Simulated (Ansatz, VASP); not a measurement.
**MgO: VASP beside Ansatz**

```xyz
4
Lattice="3.6695 0.0000 0.0000 -1.8348 3.1779 0.0000 0.0000 0.0000 3.9850" Properties=species:S:1:pos:R:3 pbc="T T T"
Mg    1.8348    1.0593    2.9888
Mg    0.0000    2.1186    0.9962
O     1.8348    1.0593    0.9962
O     0.0000    2.1186    2.9888
```

Alike in both runs: task single point; functional PBEsol; k mesh 9 × 9 × 6; occupations gaussian, width 0.05 eV; no spin polarisation.

|  | VASP | Ansatz |
| --- | --- | --- |
| version | VASP 6.6.1 | Ansatz 0.2.0 |
| potentials or method | VASP PAW PBE potentials, release 64 (Mg, O) | scalar-relativistic, plane waves, PAW |
| plane-wave cutoff (eV) | 520 | 520 |
| valence electrons in the cell | 16 | 32 |

|  | VASP | Ansatz | Ansatz less VASP |
| --- | --- | --- | --- |
| gap on the k mesh at the Fermi level (eV) | 3.20 | 3.20 | +0.008 |
| least direct gap on the mesh (eV) | 3.20 | 3.20 | +0.008 |
| pressure (GPa) | -2.8 | -2.4 | +0.43 |
| largest component of the traceless stress (GPa) | 11.07 | 11.04 | -0.034 |

The two sets of potentials don't hold the same shells in valence. Ansatz warned: «pseudo_functional_mismatch».

Caveats: the PAW data sets were made with another functional, which shifts forces and pressure a little (VASP). PBEsol gaps usually lie below the measured ones, often by a third to a half.
